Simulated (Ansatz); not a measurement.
Runs of Ansatz 0.2.0 on MoS2. It takes space group R3m (No. 160, trigonal). Conventional cell: a = 3.160 Å, b = 3.160 Å, c = 18.450 Å, α = 90.00°, β = 90.00°, γ = 120.00°. Around Mo (site symmetry 3m) lie 6 S at 2.39 Å. Around S (site symmetry 3m) lie 3 Mo at 2.39 Å. S (site symmetry 3m) has 3 Mo at 2.39 Å as nearest neighbours. Measurements of this composition are mostly on another form, of space group No. 194.

```tsv
task	level	potentials or basis	cutoff (eV)	smearing	driver	gap on the mesh (eV)	pressure (GPa)	largest force (eV/Å)
atomic charges	m-r2SCAN	Ansatz NC	1088	fermi-dirac 0.1 eV	-	1.06	4.2	0.37
single point	PBE	Ansatz PAW	420	fermi-dirac 0.05 eV	-	0.95	(a)	(b)
projected density of states	PBE+D4	Ansatz NC with PseudoDojo standard (PBE files)	1088	gaussian 0.01 eV	-	0.96	1.7	0.51
projected density of states	PBE+D4	Ansatz NC or PseudoDojo by element	1088	gaussian 0.01 eV	chain	0.96	1.7	0.51
```

Alike in all rows: no spin polarisation; cell as given; k mesh 10 × 10 × 10.

Estimate the missing entries.

(a) 5.4; (b) 0.52.

Caveats: the potentials were made for another functional, which shifts forces and pressure (some runs).

A k mesh can miss the band edges, and the runs leave out spin-orbit coupling on Mo.
